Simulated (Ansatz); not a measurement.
Relaxing Hf₂Si

Theory: DFT r2SCAN, scalar-relativistic, plane waves, PAW (Ansatz 0.2.0). (500 eV cutoff, 10×10×10 k-mesh, Gaussian smearing of 0.10 eV, no spin polarisation)

What was changed: relaxed at 4 GPa.

Spin–orbit coupling is left out, which can shift energies with elements as heavy as these.

Command:

```bash
ansatz run input.yaml --threads 1 --pin off --max-ram 2560MiB --backend cpu --events-out ev --progress --plain --runs-dir out
```

Input:

```yaml
crystal:
  lattice:
    - [-3.2512518367, 3.2512518367, 2.5617961358]
    - [3.2512518367, -3.2512518367, 2.5617961358]
    - [3.2512518367, 3.2512518367, -2.5617961358]
  atoms:
    - { symbol: Hf, position: [0.8434910996, 0.6565089004, 0.5] }
    - { symbol: Hf, position: [0.3434910996, 0.8434910996, 0.1869821992] }
    - { symbol: Hf, position: [0.1565089004, 0.3434910996, 0.5] }
    - { symbol: Hf, position: [0.6565089004, 0.1565089004, 0.8130178008] }
    - { symbol: Si, position: [0.75, 0.75, 0.0] }
    - { symbol: Si, position: [0.25, 0.25, 0.0] }
basis:
  ecutwfc: 500
kpoints:
  mp_grid: { grid: [10, 10, 10] }
hamiltonian:
  xc: r2scan
scf:
  occupations: { method: gaussian, width: 0.1 }
output:
  forces: true
  stress: true
  eigenvalues: true
relax:
  adjacent_minimum: "off"
  f_tol: 0.008
  max_steps: 50
  cell: { stress_tol: 0.08, p_target: 4.0 }
```

F is the free energy. Steps run on the plane waves of an earlier cell, but the last one, and at times one on the way, on a freshly chosen basis, so a repeated geometry can differ a little in energy. The relaxation lowers the enthalpy F + PV at the target pressure, so F itself can rise.

Steps:

```tsv
step	F − F(1) (eV)	largest force component (eV/Å)	V (Å³/atom)	P (GPa)
1	0.0000	0.007	18.053	4.04
2	-0.0003	0.031	18.056	3.99
3	-0.0006	0.001	18.057	4.00
4	-0.0006	0.001	18.057	4.00
```

Relaxed structure:

```xyz
6
Lattice="-3.2510 3.2510 2.5627 3.2510 -3.2510 2.5627 3.2510 3.2510 -2.5627" Properties=species:S:1:pos:R:3 pbc="T T T"
Hf    1.0174    2.2337    2.5627
Hf    2.2337   -1.0174    2.5627
Hf    2.2337    1.0174    0.0000
Hf    1.0174    4.2684    0.0000
Si    0.0000    0.0000    3.8440
Si    0.0000    0.0000    1.2813
```

Symmetry: I4/mcm, No. 140, tetragonal system. The conventional cell has a = 6.502 Å, b = 6.502 Å, c = 5.125 Å, α = 90.00°, β = 90.00°, γ = 90.00°. Hf (site symmetry m2m) is surrounded by 4 Si at 2.77 Å and 3 Hf at 2.88 to 3.09 Å. Around Si (site symmetry 422) lie 2 Si at 2.56 Å and 8 Hf at 2.77 Å.

The run converged. Time: 6.3 min on 1 thread of Intel(R) Xeon(R) Processor @ 2.70GHz (shared host), peak memory 1.1 GiB.